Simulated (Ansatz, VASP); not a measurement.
This is a calculation of Se for VASP 6.6.1.

Contents of INCAR:

```
SYSTEM = Se
ALGO     = Normal         ! electronic algorithm
EDIFF    = 1E-6           ! SCF threshold, eV
ENCUT    = 500            ! plane-wave cutoff, eV
GGA      = PS             ! functional
ISIF     = 2              ! what is computed and relaxed
ISMEAR   = 0              ! smearing method
LASPH    = .TRUE.         ! aspherical terms in the spheres
LCHARG   = .FALSE.        ! write CHGCAR
LREAL    = .FALSE.        ! projectors in reciprocal space
LWAVE    = .FALSE.        ! write WAVECAR
NELM     = 100            ! most SCF steps
PREC     = Accurate       ! precision mode
SIGMA    = 0.1            ! smearing width, eV
```

File KPOINTS:

```
k-points
0
G
  7 7 6
  0 0 0
```

Contents of POSCAR:

```
Se
1.0
    4.3662000000      0.0000000000      0.0000000000
   -2.1831000000      3.7812401180      0.0000000000
    0.0000000000      0.0000000000      4.9536000000
Se
3
Cartesian
    1.6910292600      2.9289485954      0.0000000000
   -0.4920707400      0.8522915226      3.3024000002
    0.9841414800      0.0000000000      1.6511999998
```

Potentials or basis: VASP PAW PBE potentials, release 64 (Se).

Command:

```sh
$ cat potpaw_PBE.64/Se/POTCAR > POTCAR
$ mpirun -np 1 vasp_std > vasp.out
```

**Question.** Translate it to Ansatz 0.2.0. Potentials there: Ansatz PAW.

**Answer.** As run (the cutoff follows the program's own potentials):

The input input.yaml:

```yaml
crystal:
  lattice:
    - [4.3662, 0.0, 0.0]
    - [-2.1831, 3.781240118, 0.0]
    - [0.0, 0.0, 4.9536]
  atoms:
    - { symbol: Se, position: [0.7746, 0.7746, 0.0] }
    - { symbol: Se, position: [0.0, 0.2254, 0.6666666667] }
    - { symbol: Se, position: [0.2254, 0.0, 0.3333333333] }
hamiltonian:
  xc: pbesol
  pseudopotentials: { kind: paw }
kpoints:
  mp_grid: { grid: [7, 7, 6] }
scf:
  occupations: { method: gaussian, width: 0.1 }
output:
  forces: true
  stress: true
  eigenvalues: true
```

Potentials or basis: Ansatz PAW.

Command:

```sh
$ ansatz run input.yaml --threads 2 --pin off --max-ram 5632MiB --backend cpu --events-out ev --progress --plain --runs-dir out
```

Both were run:

|  | VASP | Ansatz | Ansatz less VASP |
| --- | --- | --- | --- |
| gap on the k mesh at the Fermi level (eV) | 1.14 | 1.14 | +0.001 |
| least direct gap on the mesh (eV) | 1.43 | 1.44 | +0.011 |
| pressure (GPa) | 0.4 | 0.2 | -0.19 |
| largest component of the traceless stress (GPa) | 1.04 | 0.97 | -0.075 |
| rms of the force components (eV/Å) | 0.193 | 0.166 | -0.0266 |

Atom by atom the forces differ by 0.027 eV/Å (rms over components). With one functional, cell and mesh, what is left measures potentials, basis and numerics. The two sets of potentials don't hold the same shells in valence.

Caveats: the PAW data sets were made with another functional, which shifts forces and pressure a little (VASP); an odd mesh through Γ misses points on the zone boundary, where band edges often lie (VASP); odd divisions of the mesh miss points on the zone boundary, where band edges often lie, so the gap on the mesh can be too wide (Ansatz); the PAW data sets come from PBE, with cores solved anew for the run's functional, which leaves a small shift of forces and pressure (Ansatz). As with any semilocal functional, this PBEsol gap is likely too small.
